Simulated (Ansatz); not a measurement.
# Which way does BaS + BeTe ⇌ BaTe + BeS run?

Plane-wave DFT in Ansatz with scalar-relativistic PAW potentials, cutoff 420 eV, Γ-centred meshes chosen by cell and gap, Gaussian smearing with energies taken to zero width. Every cell was relaxed (cell and atoms) in a run of its own, within the symmetry of its start. Functional: PBEsol.

Total energies hold large constants for each element; a whole number of eV per atom of each element is taken off below, which cancels in a balanced reaction.

| compound | lowest structure computed | structures tried | V (Å³/atom) | gap on mesh (eV) | E (eV per formula unit, common shift removed) |
| --- | --- | --- | --- | --- | --- |
| BaS | Fm-3m | 3 | 31.73 | 2.04 | -3.7981 |
| BeTe | F-43m | 3 | 22.02 | 1.84 | -0.5653 |
| BaTe | Fm-3m | 3 | 41.79 | 1.46 | -2.7094 |
| BeS | F-43m | 3 | 14.15 | 2.91 | -2.4439 |

Problem. Work out the reaction energy at 0 K.

Solution. ΔE = E(BaTe) + E(BeS) − E(BaS) − E(BeTe) = -0.790 eV, or -76 kJ per mole of reaction (-197 meV/atom). The right side is lower: Ba takes Te and Be takes S. Pauling's electronegativities (Ba 0.89, Be 1.57; S 2.58, Te 2.1) would pair Ba with S, the most ionic bond; the result goes the other way, so matching of sizes, lattice energies or covalent bonding outweigh it. All four are computed as solids; where they are solids at ordinary conditions entropy changes little. A lower structure that wasn't tried would shift the value, and mixed crystals may lie lower than either side.

Spin-orbit coupling is left out, which matters for the bands of heavy elements.